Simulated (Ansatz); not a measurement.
## NaH in Ansatz: the effect of functional

Crystal: NaH.

```xyz
2
Lattice="0.0000 2.4070 2.4070 2.4070 0.0000 2.4070 2.4070 2.4070 0.0000" Properties=species:S:1:pos:R:3 pbc="T T T"
Na    0.0000    0.0000    0.0000
H     2.4070    2.4070    2.4070
```

The cell isn't the ideal one: volume scaled by 0.96.

Alike in all runs:

* Program: Ansatz 0.2.0
* Task: single point
* Potentials or basis: Ansatz PAW
* k mesh: 9 × 9 × 9
* Occupations: fermi-dirac, width 0.05 eV
* Spin: no spin polarisation

**Question.** One run gave: gap on the mesh 4.69 eV; pressure -0.3 GPa. Which functional did it use?
A. PBEsol
B. LDA
C. r2SCAN

**Answer.** C.

```csv
functional,cutoff,gap on the mesh (eV),pressure (GPa)
LDA,420 eV (not typed: the program's choice for these potentials),3.74,-1.9
PBEsol,420 eV (not typed: the program's choice for these potentials),3.89,-0.3
r2SCAN,500 eV (not typed: the program's choice for these potentials),4.69,-0.3
```

Caveats: odd divisions of the mesh miss points on the zone boundary, where band edges often lie, so the gap on the mesh can be too wide; the PAW data sets come from PBE, with cores solved anew for the run's functional, which leaves a small shift of forces and pressure.

A k mesh can miss the band edges.
